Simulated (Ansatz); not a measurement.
## Vibrational response of SnO2

The calculation used DFT LDA, scalar-relativistic, plane waves, PAW (Ansatz 0.2.0). Cutoff 420 eV, 6×6×6 k-points (Γ-centred), fixed occupations. No spin polarisation. Phonons by linear response, acoustic sum rule imposed.

The cell, relaxed at this level:
```
CELL_PARAMETERS angstrom
-3.19049 3.33912 3.33912
3.19049 -3.33912 3.33912
3.19049 3.33912 -3.33912
ATOMIC_POSITIONS crystal
Sn 0.00000 0.25000 0.75000
Sn 0.00000 0.75000 0.25000
Sn 0.50000 0.50000 0.50000
Sn 0.50000 0.00000 0.00000
O 0.19393 0.19393 0.50000
O 0.69393 0.75000 0.94393
O 0.19393 0.69393 0.00000
O 0.30607 0.75000 0.55607
O 0.69393 0.25000 0.44393
O 0.30607 0.25000 0.05607
O 0.80607 0.30607 0.00000
O 0.80607 0.80607 0.50000
```

Question: Is this structure stable against zone-centre distortions?

Answer: Yes, at Γ: no optical mode is imaginary. Strains and other wave vectors aren't tested by this run.

Question: List the optical modes at Γ without the LO field (i marks imaginary ones).

Answer:
```
frequency (cm⁻¹) degeneracy IR intensity of the level ((D/Å)²/amu)
              98           2                                    0.00
             104           1                                    0.00
             146           1                                    0.00
             203           2                                    0.00
             221           2                                    0.00
             224           2                                   38.89
             249           2                                    0.00
             281           2                                    9.08
             303           2                                    0.00
             348           1                                    0.00
             460           1                                   75.27
             467           2                                    0.00
             518           2                                    0.00
             558           2                                    0.00
             559           1                                    0.00
             574           2                                    0.00
             597           2                                   88.98
             627           1                                    0.00
             714           2                                    0.00
             755           1                                    0.00
```

Cost: 1 run of about 43 core-minutes, on Intel Xeon Processor @ 2.50GHz (Skylake/Cascade Lake) (shared hosts).